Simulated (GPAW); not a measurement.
# Al (Fm-3m) in GPAW: relaxation of cell and atoms with PBEsol

Aim: the relaxation of cell and atoms of Al with PBEsol.

Program: GPAW 26.7.0. These are calculated values, not measurements. Logs are shortened: lines on timing, memory, paths and dates and some standing lists are left out, and cuts for length are marked. The log counts tension as positive stress, the text compression.

### 1 The crystal as given

Symmetry: Fm-3m, No. 225, cubic system. Conventional cell: a = 4.050 Å, b = 4.050 Å, c = 4.050 Å, α = 90.00°, β = 90.00°, γ = 90.00°. Al (site symmetry m-3m) is surrounded by 12 Al at 2.86 Å.

### 2 Relaxation of cell and atoms, PBEsol, target pressure 30 GPa, at which the enthalpy is minimised

File run.py:

```python
from ase import Atoms
from ase.filters import FrechetCellFilter
from ase.io import write
from ase.optimize import BFGS
from ase.units import GPa
from gpaw import GPAW, PW, setup_paths

setup_paths.insert(0, '.')

atoms = Atoms(['Al'],
              cell=[[0.0, 2.024805, 2.024805],
                    [2.024805, 0.0, 2.024805],
                    [2.024805, 2.024805, 0.0]],
              scaled_positions=[[0.0, 0.0, 0.0]],
              pbc=True)

calc = GPAW(mode=PW(600),
            xc='PBEsol',
            kpts={'size': (11, 11, 11), 'gamma': True},
            occupations={'name': 'fermi-dirac', 'width': 0.05},
            nbands=7,
            convergence={'density': 1e-05, 'forces': 0.0001},
            maxiter=150,
            txt='gpaw.txt')
atoms.calc = calc
opt = BFGS(FrechetCellFilter(atoms, scalar_pressure=30 * GPa), trajectory='relax.traj', logfile='-')
done = opt.run(fmax=0.02, steps=60)
calc.write('gs.gpw')
write('result.traj', atoms)
print('Converged:', done)
print('Cell:', atoms.cell.cellpar().round(4))
print('Volume:', round(atoms.get_volume(), 4))
print(atoms.get_scaled_positions().round(5))
```

Potentials or basis: PAW data sets generated in the run's folder for this functional, pw.

Run with:

```console
$ gpaw-setup -f PBEsol Al
$ OMP_NUM_THREADS=1 python run.py
```

gpaw.txt:

```text
__  _  _
 | _ |_)|_||  |
 |__||  | ||/\| - 26.7.0

Input parameters:
  mode=PW(ecut=600.0),
  convergence={'density': 1e-05, 'forces': 0.0001},
  kpts=MonkhorstPack(size=(11, 11, 11), gamma=True),
  maxiter=150,
  nbands=7,
  occupations=Occupations(name='fermi-dirac', width=0.05),
  xc=XC(name='PBEsol')

Diagonalizing LCAO Hamiltonian
Converting LCAO to pw mode

       Al

Atoms  # Å, Bohr magnetons
|   | symbol |        x |        y |        z |    initial magnetic moments |
|---|--------|----------|----------|----------|-----------------------------|
| 0 |     Al | 0.000000 | 0.000000 | 0.000000 | ( 0.0000,  0.0000,  0.0000) |

Unit cell  # Å
| periodic |        x |        y |        z |  lengths |    angles |
|----------|----------|----------|----------|----------|-----------|
|      yes | 0.000000 | 2.024805 | 2.024805 | 2.863507 | 60.000000 |
|      yes | 2.024805 | 0.000000 | 2.024805 | 2.863507 | 60.000000 |
|      yes | 2.024805 | 2.024805 | 0.000000 | 2.863507 | 60.000000 |

Number of symmetries: 48
Symmetry operations  # r_c * U_cc + t_c -> r_c
|    | kind |            matrix            |
|----|------|------------------------------|
|  0 |  σ   |  1, 0, 0,  1, 0,-1,  1,-1, 0 |
|  1 |  C2  |  1, 0, 0,  1,-1, 0,  1, 0,-1 |
|  2 |  E   |  1, 0, 0,  0, 1, 0,  0, 0, 1 |
|  3 |  σ   |  1, 0, 0,  0, 0, 1,  0, 1, 0 |
|  4 |  C4  |  1, 0,-1,  1, 0, 0,  1,-1, 0 |
|  5 |  S6  |  1, 0,-1,  1,-1, 0,  1, 0, 0 |
|  6 |  σ   |  1, 0,-1,  0, 1,-1,  0, 0,-1 |
|  7 |  C3  |  1, 0,-1,  0, 0,-1,  0, 1,-1 |
|  8 |  S6  |  1,-1, 0,  1, 0, 0,  1, 0,-1 |
[... 190 lines left out ...]
No gap
No difference between direct/indirect transitions

Stress tensor  # eV/Ang^3
|         x |         y |        z |
|-----------|-----------|----------|
|  0.011108 | -0.000000 | 0.000000 |
| -0.000000 |  0.011108 | 0.000000 |
|  0.000000 |  0.000000 | 0.011108 |

Forces  # eV/Ang
|       x |       y |       z |
|---------|---------|---------|
| 0.00000 | 0.00000 | 0.00000 |  # Al   0

Interpolating wave functions to new cell

       Al

Atoms  # Å, Bohr magnetons
|   | symbol |        x |        y |        z |    initial magnetic moments |
|---|--------|----------|----------|----------|-----------------------------|
| 0 |     Al | 0.000000 | 0.000000 | 0.000000 | ( 0.0000,  0.0000,  0.0000) |

Unit cell  # Å
| periodic |        x |        y |         z |  lengths |    angles |
|----------|----------|----------|-----------|----------|-----------|
|      yes | 0.000000 | 1.931752 |  1.931752 | 2.731910 | 60.000000 |
|      yes | 1.931752 | 0.000000 |  1.931752 | 2.731910 | 60.000000 |
[... 465 lines left out ...]
| periodic |        x |         y |        z |  lengths |    angles |
|----------|----------|-----------|----------|----------|-----------|
|      yes | 0.000000 |  1.867165 | 1.867165 | 2.640571 | 60.000000 |
|      yes | 1.867165 | -0.000000 | 1.867165 | 2.640571 | 60.000000 |
|      yes | 1.867165 |  1.867165 | 0.000000 | 2.640571 | 60.000000 |

Number of symmetries: 48
Symmetry operations  # r_c * U_cc + t_c -> r_c
|    | kind |            matrix            |
|----|------|------------------------------|
|  0 |  σ   |  1, 0, 0,  1, 0,-1,  1,-1, 0 |
|  1 |  C2  |  1, 0, 0,  1,-1, 0,  1, 0,-1 |
|  2 |  E   |  1, 0, 0,  0, 1, 0,  0, 0, 1 |
|  3 |  σ   |  1, 0, 0,  0, 0, 1,  0, 1, 0 |
|  4 |  C4  |  1, 0,-1,  1, 0, 0,  1,-1, 0 |
|  5 |  S6  |  1, 0,-1,  1,-1, 0,  1, 0, 0 |
|  6 |  σ   |  1, 0,-1,  0, 1,-1,  0, 0,-1 |
|  7 |  C3  |  1, 0,-1,  0, 0,-1,  0, 1,-1 |
|  8 |  S6  |  1,-1, 0,  1, 0, 0,  1, 0,-1 |
[... 148 lines left out ...]
SCF iterations
|iter     | |      energy | eigst |  dens |force |
|---------|-|-------------|-------|-------|------|
|iter:   1| |   -3.850160 | -2.45 |       |      |
|iter:   2| |   -3.850131 | -6.67 | -2.14 |      |
|iter:   3| |   -3.849896c| -4.87 | -2.17 |      |
|iter:   4| |   -3.849886c| -5.62 | -2.69 |      |
|iter:   5| |   -3.849886c| -8.15c| -3.70 |      |
|iter:   6| |   -3.849886c| -7.66c| -4.20 |      |
|iter:   7| |   -3.849886c| -8.91c| -5.38c|      |
|iter:   8| |   -3.849886c| -9.83c| -5.83c|-25.03c|

Converged in 8 steps
Energy contributions relative to reference atoms: (reference = -6590.127727)

Energy contributions:
  Kinetic:          14.651885
  Coulomb:         -10.130806
  Zero:             -0.014667
  External:          0.000000
  Xc:               -8.354918
  Entropy:          -0.002759
  Spinorbit:         0.000000
  ----------------------------
  Free energy:      -3.851266
  Extrapolated:     -3.849886
[... 18 lines left out ...]
Stress tensor  # eV/Ang^3
|         x |         y |         z |
|-----------|-----------|-----------|
| -0.184908 | -0.000000 | -0.000000 |
| -0.000000 | -0.184908 | -0.000000 |
| -0.000000 | -0.000000 | -0.184908 |

Forces  # eV/Ang
|       x |       y |        z |
|---------|---------|----------|
| 0.00000 | 0.00000 | -0.00000 |  # Al   0

Interpolating wave functions to new cell

       Al

Atoms  # Å, Bohr magnetons
|   | symbol |        x |         y |        z |    initial magnetic moments |
|---|--------|----------|-----------|----------|-----------------------------|
| 0 |     Al | 0.000000 | -0.000000 | 0.000000 | ( 0.0000,  0.0000,  0.0000) |

Unit cell  # Å
| periodic |        x |        y |        z |  lengths |    angles |
|----------|----------|----------|----------|----------|-----------|
|      yes | 0.000000 | 1.866017 | 1.866017 | 2.638947 | 60.000000 |
|      yes | 1.866017 | 0.000000 | 1.866017 | 2.638947 | 60.000000 |
|      yes | 1.866017 | 1.866017 | 0.000000 | 2.638947 | 60.000000 |

Number of symmetries: 48
Symmetry operations  # r_c * U_cc + t_c -> r_c
|    | kind |            matrix            |
|----|------|------------------------------|
|  0 |  σ   |  1, 0, 0,  1, 0,-1,  1,-1, 0 |
|  1 |  C2  |  1, 0, 0,  1,-1, 0,  1, 0,-1 |
|  2 |  E   |  1, 0, 0,  0, 1, 0,  0, 0, 1 |
|  3 |  σ   |  1, 0, 0,  0, 0, 1,  0, 1, 0 |
|  4 |  C4  |  1, 0,-1,  1, 0, 0,  1,-1, 0 |
|  5 |  S6  |  1, 0,-1,  1,-1, 0,  1, 0, 0 |
|  6 |  σ   |  1, 0,-1,  0, 1,-1,  0, 0,-1 |
|  7 |  C3  |  1, 0,-1,  0, 0,-1,  0, 1,-1 |
|  8 |  S6  |  1,-1, 0,  1, 0, 0,  1, 0,-1 |
[... 148 lines left out ...]
SCF iterations
|iter     | |      energy | eigst |  dens |force |
|---------|-|-------------|-------|-------|------|
|iter:   1| |   -3.845425 | -4.71 |       |      |
|iter:   2| |   -3.845425 | -8.62c| -3.25 |      |
|iter:   3| |   -3.845424c| -7.09 | -3.27 |      |
|iter:   4| |   -3.845424c| -7.84c| -3.80 |      |
|iter:   5| |   -3.845424c| -9.18c| -4.80 |      |
|iter:   6| |   -3.845424c| -9.70c| -5.30c|      |
|iter:   7| |   -3.845424c|-10.76c| -6.49c|-27.06c|
[... 33 lines left out ...]
Stress tensor  # eV/Ang^3
|         x |         y |         z |
|-----------|-----------|-----------|
| -0.187207 | -0.000000 |  0.000000 |
| -0.000000 | -0.187207 |  0.000000 |
|  0.000000 |  0.000000 | -0.187207 |

Forces  # eV/Ang
|       x |       y |       z |
|---------|---------|---------|
| 0.00000 | 0.00000 | 0.00000 |  # Al   0

# Writing to gs.gpw (mode='')
```

Run time: 24 s. Hardware: 1 thread of Intel Xeon Platinum 8375C at 2.90GHz (Ice Lake), shared host; peak memory 0.15 GiB.

Results:

* Free energy: -3.8468 eV
* Relaxed volume: 13.00 Å³/atom
* Relaxed cell: a = 2.639 Å, b = 2.639 Å, c = 2.639 Å, α = 60.00°, β = 60.00°, γ = 60.00°
* Space group after relaxing (to 0.05 Å): Fm-3m (No. 225)
* Energy change on relaxing (the enthalpy is what falls): +246.3 meV/atom
* Ionic steps: 5
* Pressure after relaxing: 30.0 GPa
* Band gap on the k mesh: none (metal or under the smearing width)

Step by step:
```csv
step,energy change (eV),largest force (eV/Å),pressure (GPa),volume (Å³)
1,0.0000,0.0000,-1.78,16.60
2,0.0632,0.0000,12.76,14.42
3,0.3026,0.0000,34.53,12.71
4,0.2418,0.0000,29.63,13.02
5,0.2463,0.0000,29.99,13.00
```

Final structure:
```xyz
1
Lattice="0.0000 1.8660 1.8660 1.8660 0.0000 1.8660 1.8660 1.8660 0.0000" Properties=species:S:1:pos:R:3 pbc="T T T"
Al    0.0000    0.0000    0.0000
```

Caveat: later steps reuse the first step's grids; the volume moved by over 15 % at a fixed basis, so the end points are rough.

### 3 The reference run

An earlier run on the cell as given: functional PBEsol; potentials or basis PAW data sets generated in the run's folder for this functional; cutoff 600 eV; basis pw; k mesh 11 × 11 × 11; occupations fermi-dirac, width 0.05 eV; no spin polarisation.

* Pressure: -1.8 GPa
* Band gap on the k mesh: none (metal or under the smearing width)
